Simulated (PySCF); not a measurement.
Molecule: SMILES C1CCNC1, C₄H₉N.

Geometry:
```tsv
atom	x (Å)	y (Å)	z (Å)
C1	-0.086	-1.181	-0.022
C2	1.143	-0.258	0.126
C3	0.532	1.151	0.272
N4	-0.767	1.111	-0.376
C5	-1.287	-0.205	-0.041
H6	-0.033	-1.763	-0.954
H7	-0.166	-1.908	0.801
H8	1.777	-0.307	-0.774
H9	1.782	-0.531	0.979
H10	0.385	1.387	1.341
H11	1.161	1.950	-0.148
H12	-0.635	1.169	-1.385
H13	-2.084	-0.503	-0.739
H14	-1.744	-0.157	0.963
```

Spin–spin couplings on one PBE0-D3(BJ)/def2-SVP geometry, PySCF 2.14, gas phase, non-relativistic, equivalent pairs averaged (spin–dipole term only in couplings to heteroatoms); isotopes ¹³C, ¹H, ¹⁵N; functional B3LYP.

**Question.** How do the couplings (Hz) change with the basis set? Times are CPU seconds on shared hosts with different chips, so compare them loosely. Far from the basis limit: 6-31G*, pcJ-0, 6-31G-J, def2-TZVP, cc-pVTZ.

**Answer.** 
```
basis set  functions  ¹J(C3,H10)  ¹J(C1,H6)  ¹J(N4,H12)  ¹J(C1,C2)  ¹J(C1,C5)  ¹J(C3,N4)  ²J(H10,H11)  core-s
   6-31G*         88       153.3      147.6       -66.1       54.6       45.7       -7.3        -15.4      15
    pcJ-0         92       121.7      116.5       -51.0       31.4       23.2        1.4        -13.9      15
  6-31G-J         96       147.8      140.1       -65.7       38.8       30.9        0.2        -17.3      18
def2-TZVP        209       134.4      127.8       -60.4       37.5       30.3       -0.6        -12.2      51
    pcJ-1        225       142.6      135.5       -65.0       39.0       32.0       -2.4        -14.4      24
  cc-pVTZ        276       124.7      118.0       -49.7       32.1       24.2        0.7        -12.0      73
```

The Fermi-contact term samples the wavefunction at the nucleus, which is why sets with added tight s functions (names with J) are made for couplings.
